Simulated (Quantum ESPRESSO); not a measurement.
# C (Fd-3m) in Quantum ESPRESSO: settings compared

The runs below take C through energy-loss spectrum, phonon dispersion, Wannier functions, with PBEsol, LDA.

All numbers are computed with Quantum ESPRESSO 7.5; they aren't measurements. Logs are shortened: lines on timing, memory, paths and dates and some standing lists are left out, and cuts for length are marked.

### Step 1. Starting point

The structure is cubic, space group Fd-3m (No. 227). The conventional cell has a = 3.567 Å, b = 3.567 Å, c = 3.567 Å, α = 90.00°, β = 90.00°, γ = 90.00°. C (site symmetry -43m) is surrounded by 4 C at 1.54 Å.

This isn't the form of C at room conditions, which is graphite.

### Step 2. Energy-loss spectrum, PBEsol (volume scaled by 0.88)

File pw.in:

```
&CONTROL
  calculation = 'scf'
  prefix = 'pwscf'
  outdir = './tmp'
  pseudo_dir = './pseudo'
  tprnfor = .true.
  tstress = .true.
  disk_io = 'low'
  verbosity = 'high'
/
&SYSTEM
  ibrav = 0
  celldm(1) = 8
  nat = 2
  ntyp = 1
  ecutwfc = 82
  nbnd = 9
  input_dft = 'pbesol'
  occupations = 'smearing'
  smearing = 'gaussian'
  degauss = 0.01999163
/
&ELECTRONS
  conv_thr = 4d-10
  electron_maxstep = 120
  mixing_beta = 0.9
/
ATOMIC_SPECIES
C     12.0110 C.upf
CELL_PARAMETERS alat
  0.0000000000000   0.4036868110741   0.4036868110741
  0.4036868110741   0.0000000000000   0.4036868110741
  0.4036868110741   0.4036868110741   0.0000000000000
ATOMIC_POSITIONS crystal
C      0.7500000000    0.7500000000    0.7500000000
C      0.5000000000    0.5000000000    0.5000000000
K_POINTS automatic
9 9 9 0 0 0
```

File scf2.in:

```
&CONTROL
  calculation = 'scf'
  prefix = 'pwscf'
  outdir = './tmp'
  pseudo_dir = './pseudo'
  tprnfor = .true.
  tstress = .true.
  disk_io = 'low'
  verbosity = 'high'
/
&SYSTEM
  ibrav = 0
  celldm(1) = 8
  nat = 2
  ntyp = 1
  ecutwfc = 82
  nbnd = 9
  input_dft = 'pbesol'
  occupations = 'fixed'
/
&ELECTRONS
  conv_thr = 1d-11
  electron_maxstep = 120
  mixing_beta = 0.9
  startingpot = 'file'
  startingwfc = 'file'
/
ATOMIC_SPECIES
C     12.0110 C.upf
CELL_PARAMETERS alat
  0.0000000000000   0.4036868110741   0.4036868110741
  0.4036868110741   0.0000000000000   0.4036868110741
  0.4036868110741   0.4036868110741   0.0000000000000
ATOMIC_POSITIONS crystal
C      0.7500000000    0.7500000000    0.7500000000
C      0.5000000000    0.5000000000    0.5000000000
K_POINTS automatic
9 9 9 0 0 0
```

File eels.in:

```
&LR_INPUT
  prefix = 'pwscf'
  outdir = './tmp'
  restart_step = 5000
  restart = .false.
/
&LR_CONTROL
  calculator = 'lanczos'
  approximation = 'TDDFT'
  q1 = 0.6737693511
  q2 = 0
  q3 = 0
  itermax = 300
/
```

File spectrum.in:

```
&LR_INPUT
  prefix = 'pwscf'
  outdir = './tmp'
  eels = .true.
  itermax0 = 300
  itermax = 20000
  extrapolation = 'osc'
  epsil = 0.03
  units = 1
  start = 0
  end = 40
  increment = 0.2
/
```

File spectrum_short.in:

```
&LR_INPUT
  prefix = 'pwscf'
  outdir = './tmp'
  eels = .true.
  itermax0 = 200
  itermax = 20000
  extrapolation = 'osc'
  epsil = 0.03
  units = 1
  start = 0
  end = 40
  increment = 0.2
/
```

Potentials or basis: Ansatz NC SR PBE.

Command:

```console
> OMP_NUM_THREADS=1 pw.x -in pw.in > pw.out
> OMP_NUM_THREADS=1 pw.x -in scf2.in > scf2.out
> OMP_NUM_THREADS=1 turbo_eels.x -in eels.in > eels.out
> OMP_NUM_THREADS=1 turbo_spectrum.x -in spectrum.in > spectrum.out
> OMP_NUM_THREADS=1 turbo_spectrum.x -in spectrum_short.in > spectrum_short.out
```

pw.out:

```text
[... set-up lines left out ...]
     Self-consistent Calculation

     iteration #  1     ecut=    82.00 Ry     beta= 0.90
     Davidson diagonalization with overlap

---- Real-time Memory Report at c_bands before calling an iterative solver
            26 MiB given to the printing process from OS
             9 MiB allocation reported by mallinfo(arena+hblkhd)
------------------
     ethr =  1.00E-02,  avg # of iterations =  4.7

     total energy              =     -23.99677052 Ry
     estimated scf accuracy    <       0.14836063 Ry

     iteration #  2     ecut=    82.00 Ry     beta= 0.90
     Davidson diagonalization with overlap

---- Real-time Memory Report at c_bands before calling an iterative solver
            31 MiB given to the printing process from OS
            11 MiB allocation reported by mallinfo(arena+hblkhd)
------------------
     ethr =  1.85E-03,  avg # of iterations =  1.9

     total energy              =     -24.01455920 Ry
     estimated scf accuracy    <       0.00394968 Ry

     iteration #  3     ecut=    82.00 Ry     beta= 0.90
     Davidson diagonalization with overlap

---- Real-time Memory Report at c_bands before calling an iterative solver
            31 MiB given to the printing process from OS
            11 MiB allocation reported by mallinfo(arena+hblkhd)
------------------
     ethr =  4.94E-05,  avg # of iterations =  2.9

     total energy              =     -24.01519131 Ry
     estimated scf accuracy    <       0.00001269 Ry

     iteration #  4     ecut=    82.00 Ry     beta= 0.90
     Davidson diagonalization with overlap

---- Real-time Memory Report at c_bands before calling an iterative solver
            31 MiB given to the printing process from OS
            11 MiB allocation reported by mallinfo(arena+hblkhd)
------------------
     ethr =  1.59E-07,  avg # of iterations =  4.2

     total energy              =     -24.01519397 Ry
     estimated scf accuracy    <       0.00000036 Ry

     iteration #  5     ecut=    82.00 Ry     beta= 0.90
     Davidson diagonalization with overlap

---- Real-time Memory Report at c_bands before calling an iterative solver
            31 MiB given to the printing process from OS
            11 MiB allocation reported by mallinfo(arena+hblkhd)
------------------
     ethr =  4.52E-09,  avg # of iterations =  1.7

     total energy              =     -24.01519402 Ry
     estimated scf accuracy    <          5.7E-10 Ry

     iteration #  6     ecut=    82.00 Ry     beta= 0.90
     Davidson diagonalization with overlap

---- Real-time Memory Report at c_bands before calling an iterative solver
            32 MiB given to the printing process from OS
            12 MiB allocation reported by mallinfo(arena+hblkhd)
------------------
     ethr =  7.19E-12,  avg # of iterations =  3.5

     End of self-consistent calculation

          k = 0.0000 0.0000 0.0000 (   869 PWs)   bands (ev):

    -7.6167  15.7851  15.7851  15.7851  21.6862  21.6862  21.6862  32.0875
    36.4333

     occupation numbers
     1.0000   1.0000   1.0000   1.0000   0.0000   0.0000   0.0000   0.0000
     0.0000
[... 240 lines left out ...]
     occupation numbers
     1.0000   1.0000   1.0000   1.0000   0.0000   0.0000   0.0000   0.0000
     0.0000

          k = 0.8257 0.2752 0.0000 (   844 PWs)   bands (ev):

    -2.7358   7.2928   8.5348  10.0103  22.0674  25.2278  29.6362  31.4651
    39.5447

     occupation numbers
     1.0000   1.0000   1.0000   1.0000   0.0000   0.0000   0.0000   0.0000
     0.0000
[... 51 lines left out ...]
     occupation numbers
     1.0000   1.0000   1.0000   1.0000   0.0000   0.0000   0.0000   0.0000
     0.0000

     the Fermi energy is    16.9573 ev

!    total energy              =     -24.01519402 Ry
     estimated scf accuracy    <          5.7E-11 Ry
     smearing contrib. (-TS)   =      -0.00000000 Ry
     internal energy E=F+TS    =     -24.01519402 Ry

     The total energy is F=E-TS. E is the sum of the following terms:
     one-electron contribution =       9.73822059 Ry
     hartree contribution      =       1.78114687 Ry
     xc contribution           =      -8.84655536 Ry
     ewald contribution        =     -26.68800613 Ry

     convergence has been achieved in   6 iterations

     Forces acting on atoms (cartesian axes, Ry/au):

     atom    1 type  1   force =    -0.00000000    0.00000000   -0.00000000
     atom    2 type  1   force =     0.00000000   -0.00000000    0.00000000
     The non-local contrib.  to forces
     atom    1 type  1   force =    -0.00000000    0.00000000   -0.00000000
     atom    2 type  1   force =     0.00000000   -0.00000000    0.00000000
     The ionic contribution  to forces
     atom    1 type  1   force =    -0.00000000   -0.00000000   -0.00000000
     atom    2 type  1   force =     0.00000000    0.00000000    0.00000000
     The local contribution  to forces
     atom    1 type  1   force =     0.00000000    0.00000000   -0.00000000
     atom    2 type  1   force =     0.00000000   -0.00000000    0.00000000
     The core correction contribution to forces
     atom    1 type  1   force =     0.00000000   -0.00000000    0.00000000
     atom    2 type  1   force =    -0.00000000   -0.00000000   -0.00000000
     The Hubbard contrib.    to forces
     atom    1 type  1   force =     0.00000000    0.00000000    0.00000000
     atom    2 type  1   force =     0.00000000    0.00000000    0.00000000
     The SCF correction term to forces
     atom    1 type  1   force =     0.00000000   -0.00000000    0.00000000
     atom    2 type  1   force =     0.00000000   -0.00000000   -0.00000000

     Total force =     0.000000     Total SCF correction =     0.000000

     Computing stress (Cartesian axis) and pressure

          total   stress  (Ry/bohr**3)                   (kbar)     P=      663.09
   0.00450763   0.00000000   0.00000000          663.09        0.00        0.00
  -0.00000000   0.00450763   0.00000000           -0.00      663.09        0.00
   0.00000000   0.00000000   0.00450763            0.00        0.00      663.09

     kinetic stress (kbar)  25999.94      0.00     -0.00
                                0.00  25999.94     -0.00
                               -0.00     -0.00  25999.94

     local   stress (kbar)  -1026.16      0.00      0.00
                                0.00  -1026.16      0.00
                                0.00      0.00  -1026.16

     nonloc. stress (kbar)   -523.48     -0.00      0.00
                               -0.00   -523.48      0.00
                                0.00      0.00   -523.48

     hartree stress (kbar)   1296.50      0.00     -0.00
                                0.00   1296.50     -0.00
                               -0.00     -0.00   1296.50

     exc-cor stress (kbar)  -2146.64     -0.00     -0.00
                               -0.00  -2146.64     -0.00
                               -0.00     -0.00  -2146.64

     corecor stress (kbar)  -3510.82      0.00      0.00
                                0.00  -3510.82      0.00
                                0.00      0.00  -3510.82

     ewald   stress (kbar) -19426.25     -0.00     -0.00
                               -0.00 -19426.25     -0.00
                               -0.00     -0.00 -19426.25

     hubbard stress (kbar)      0.00      0.00      0.00
                                0.00      0.00      0.00
                                0.00      0.00      0.00

     DFT-D   stress (kbar)      0.00      0.00      0.00
                                0.00      0.00      0.00
                                0.00      0.00      0.00

     XDM     stress (kbar)      0.00      0.00      0.00
                                0.00      0.00      0.00
                                0.00      0.00      0.00

     dft-nl  stress (kbar)      0.00      0.00      0.00
                                0.00      0.00      0.00
                                0.00      0.00      0.00

     TS-vdW  stress (kbar)      0.00      0.00      0.00
                                0.00      0.00      0.00
                                0.00      0.00      0.00

     MDB     stress (kbar)      0.00      0.00      0.00
                                0.00      0.00      0.00
                                0.00      0.00      0.00

     3D-RISM stress (kbar)      0.00      0.00      0.00
                                0.00      0.00      0.00
                                0.00      0.00      0.00

=------------------------------------------------------------------------------=
   JOB DONE.
=------------------------------------------------------------------------------=
```

scf2.out:

```text
[... set-up lines left out ...]
     Self-consistent Calculation
[... 425 lines left out ...]
                                0.00      0.00      0.00

     TS-vdW  stress (kbar)      0.00      0.00      0.00
                                0.00      0.00      0.00
                                0.00      0.00      0.00

     MDB     stress (kbar)      0.00      0.00      0.00
                                0.00      0.00      0.00
                                0.00      0.00      0.00

     3D-RISM stress (kbar)      0.00      0.00      0.00
                                0.00      0.00      0.00
                                0.00      0.00      0.00

=------------------------------------------------------------------------------=
   JOB DONE.
=------------------------------------------------------------------------------=
```

eels.out:

```text
[... set-up lines left out ...]
     z1=       1  0.236925918175836E-02  0.104208534486607E-10

     Lanczos iteration:    299
     alpha(00000299)=  0.000000
     beta (00000299)= 40.900679
     gamma(00000299)= 40.900679
     z1=       1  0.000000000000000E+00  0.000000000000000E+00

     Lanczos iteration:    300
     alpha(00000300)=  0.000000
     beta (00000300)= 41.699806
     gamma(00000300)= 41.699806
     z1=       1 -0.232385514600083E-02 -0.209214267710330E-10
     End of Lanczos iterations

     Finished linear response calculation...

     US routines

     EELS routines

=------------------------------------------------------------------------------=
   JOB DONE.
=------------------------------------------------------------------------------=
```

Run time: 2.2 min. Hardware: 1 thread of Arm Neoverse V1, shared host; peak memory 0.21 GiB.

What came out:

- Free energy: -326.7434 eV
- Pressure: 66.3 GPa
- Band gap on the k mesh: 4.30 eV, indirect (least direct gap 5.90 eV)
- Peak of the energy-loss function: 39.8 eV

Energy-loss function at q = [1.0, 0.0, 0.0] (Å⁻¹, cartesian):
```
energy (eV)   loss
        0.0  0.000
        1.8  0.001
        3.4  0.003
        5.2  0.004
        7.0  0.007
        8.6  0.011
       10.4  0.042
       12.2  0.085
       13.8  0.125
       15.6  0.172
       17.4  0.223
       19.0  0.270
       20.8  0.337
       22.4  0.424
       24.2  0.584
       26.0  0.844
       27.6  1.114
       29.4  1.266
       31.2  1.208
       32.8  1.142
       34.6  1.168
       36.4  1.331
       38.0  1.573
       39.8  1.805
```

Caveat: the potentials were made for another functional, which shifts forces and pressure; an odd mesh through Γ misses points on the zone boundary, where band edges often lie.

### Step 3. Energy-loss spectrum, PBEsol

File pw.in:

```
&CONTROL
  calculation = 'scf'
  prefix = 'pwscf'
  outdir = './tmp'
  pseudo_dir = './pseudo'
  tprnfor = .true.
  tstress = .true.
  disk_io = 'low'
/
&SYSTEM
  ibrav = 0
  nat = 2
  ntyp = 1
  ecutwfc = 53
  nbnd = 9
  input_dft = 'pbesol'
  occupations = 'smearing'
  smearing = 'mp'
  degauss = 0.01469973
/
&ELECTRONS
  conv_thr = 4d-10
  electron_maxstep = 120
  mixing_beta = 0.5
  startingwfc = 'atomic'
/
ATOMIC_SPECIES
C     12.0110 C_ONCV_PBE-1.2.upf
CELL_PARAMETERS angstrom
   0.0000000000    1.7833700000    1.7833700000
   1.7833700000    0.0000000000    1.7833700000
   1.7833700000    1.7833700000    0.0000000000
ATOMIC_POSITIONS crystal
C      0.7500000000    0.7500000000    0.7500000000
C      0.5000000000    0.5000000000    0.5000000000
K_POINTS automatic
11 11 11 0 0 0
```

File scf2.in:

```
&CONTROL
  calculation = 'scf'
  prefix = 'pwscf'
  outdir = './tmp'
  pseudo_dir = './pseudo'
  tprnfor = .true.
  tstress = .true.
  disk_io = 'low'
/
&SYSTEM
  ibrav = 0
  nat = 2
  ntyp = 1
  ecutwfc = 53
  nbnd = 9
  input_dft = 'pbesol'
  occupations = 'fixed'
/
&ELECTRONS
  conv_thr = 1d-11
  electron_maxstep = 120
  mixing_beta = 0.5
  startingwfc = 'file'
  startingpot = 'file'
/
ATOMIC_SPECIES
C     12.0110 C_ONCV_PBE-1.2.upf
CELL_PARAMETERS angstrom
   0.0000000000    1.7833700000    1.7833700000
   1.7833700000    0.0000000000    1.7833700000
   1.7833700000    1.7833700000    0.0000000000
ATOMIC_POSITIONS crystal
C      0.7500000000    0.7500000000    0.7500000000
C      0.5000000000    0.5000000000    0.5000000000
K_POINTS automatic
11 11 11 0 0 0
```

eels.in: that of step 2 with these lines changed.

```diff
@@ -9,5 +9,5 @@
   approximation = 'TDDFT'
-  q1 = 0.6737693511
+  q1 = 0
   q2 = 0
-  q3 = 0
+  q3 = 0.2408395663
   itermax = 300
```

spectrum.in: that of step 2 with these lines changed.

```diff
@@ -7,3 +7,3 @@
   extrapolation = 'osc'
-  epsil = 0.03
+  epsil = 0.05
   units = 1
```

spectrum_short.in: that of step 2 with these lines changed.

```diff
@@ -7,3 +7,3 @@
   extrapolation = 'osc'
-  epsil = 0.03
+  epsil = 0.05
   units = 1
```

Potentials or basis: SG15 PBE 1.2.

Command:

```console
> OMP_NUM_THREADS=1 pw.x -in pw.in > pw.out
> OMP_NUM_THREADS=1 pw.x -in scf2.in > scf2.out
> OMP_NUM_THREADS=1 turbo_eels.x -in eels.in > eels.out
> OMP_NUM_THREADS=1 turbo_spectrum.x -in spectrum.in > spectrum.out
> OMP_NUM_THREADS=1 turbo_spectrum.x -in spectrum_short.in > spectrum_short.out
```

pw.out:

```text
This program is part of the open-source Quantum ESPRESSO suite
     for quantum simulation of materials; please cite
         "P. Giannozzi et al., J. Phys.:Condens. Matter 21 395502 (2009);
         "P. Giannozzi et al., J. Phys.:Condens. Matter 29 465901 (2017);
         "P. Giannozzi et al., J. Chem. Phys. 152 154105 (2020);
     in publications or presentations arising from this work. More details at

     IMPORTANT: XC functional enforced from input :
     Exchange-correlation= PBESOL
                           (   1   4  10   8   0   0   0)
     Any further DFT definition will be discarded
     Please, verify this is what you really want

     Message from routine setup:
     using ibrav=0 with symmetry is DISCOURAGED, use correct ibrav instead

     G-vector sticks info
     --------------------
     sticks:   dense  smooth     PW     G-vecs:    dense   smooth      PW
     Sum         337     337    109                 3943     3943     749

     Using Slab Decomposition

     bravais-lattice index     =            0
[... 167 lines left out ...]
     ethr =  8.70E-12,  avg # of iterations =  2.0

     End of self-consistent calculation

          k = 0.0000 0.0000 0.0000 (   531 PWs)   bands (ev):

    -8.1917  13.3828  13.3828  13.3828  18.9162  18.9162  18.9162  26.6598
    32.2838
[... 273 lines left out ...]
     0.6915   1.8622   4.3639   5.9744  22.3818  24.5524  25.9827  26.3370
    33.3491

     the Fermi energy is    15.4748 ev

!    total energy              =     -22.73136694 Ry
     estimated scf accuracy    <          9.9E-12 Ry
     smearing contrib. (-TS)   =       0.00000000 Ry
     internal energy E=F+TS    =     -22.73136694 Ry

     The total energy is F=E-TS. E is the sum of the following terms:
     one-electron contribution =       8.00752405 Ry
     hartree contribution      =       1.89231299 Ry
     xc contribution           =      -7.05651543 Ry
     ewald contribution        =     -25.57468856 Ry

     convergence has been achieved in   8 iterations

     Forces acting on atoms (cartesian axes, Ry/au):

     atom    1 type  1   force =    -0.00000000    0.00000000   -0.00000000
     atom    2 type  1   force =     0.00000000   -0.00000000    0.00000000

     Total force =     0.000000     Total SCF correction =     0.000000

     Computing stress (Cartesian axis) and pressure

          total   stress  (Ry/bohr**3)                   (kbar)     P=     -136.31
  -0.00092660   0.00000000   0.00000000         -136.31        0.00        0.00
   0.00000000  -0.00092660   0.00000000            0.00     -136.31        0.00
   0.00000000   0.00000000  -0.00092660            0.00        0.00     -136.31

=------------------------------------------------------------------------------=
   JOB DONE.
=------------------------------------------------------------------------------=
```

scf2.out:

```text
This program is part of the open-source Quantum ESPRESSO suite
     for quantum simulation of materials; please cite
         "P. Giannozzi et al., J. Phys.:Condens. Matter 21 395502 (2009);
         "P. Giannozzi et al., J. Phys.:Condens. Matter 29 465901 (2017);
         "P. Giannozzi et al., J. Chem. Phys. 152 154105 (2020);
[... 450 lines left out ...]
  -0.00000000  -0.00092660  -0.00000000           -0.00     -136.31       -0.00
  -0.00000000  -0.00000000  -0.00092660           -0.00       -0.00     -136.31

=------------------------------------------------------------------------------=
   JOB DONE.
=------------------------------------------------------------------------------=
```

Run time: 2.7 min. Hardware: 1 thread of Arm Neoverse V1, shared host; peak memory 0.2 GiB.

The run converged, but some of its settings lie outside the range that counts as converged (typed here: ecut_scale = 0.6; startingwfc = atomic), so its numbers aren't taken as properties of the crystal.

What came out:

```
Free energy                      : -309.2760 eV
Band gap on the k mesh           : 3.99 eV, indirect (least direct gap 5.53 eV)
Peak of the energy-loss function : 35.8 eV
```

Caveat: the potentials were made for another functional, which shifts forces and pressure; the cutoff is too short for stress, so the log's stress isn't used; the cutoff lies well under what these potentials need, so the values aren't converged; this smearing can shift energies of a crystal with a gap; an odd mesh through Γ misses points on the zone boundary, where band edges often lie.

(Part 1 of 3 ends here.)
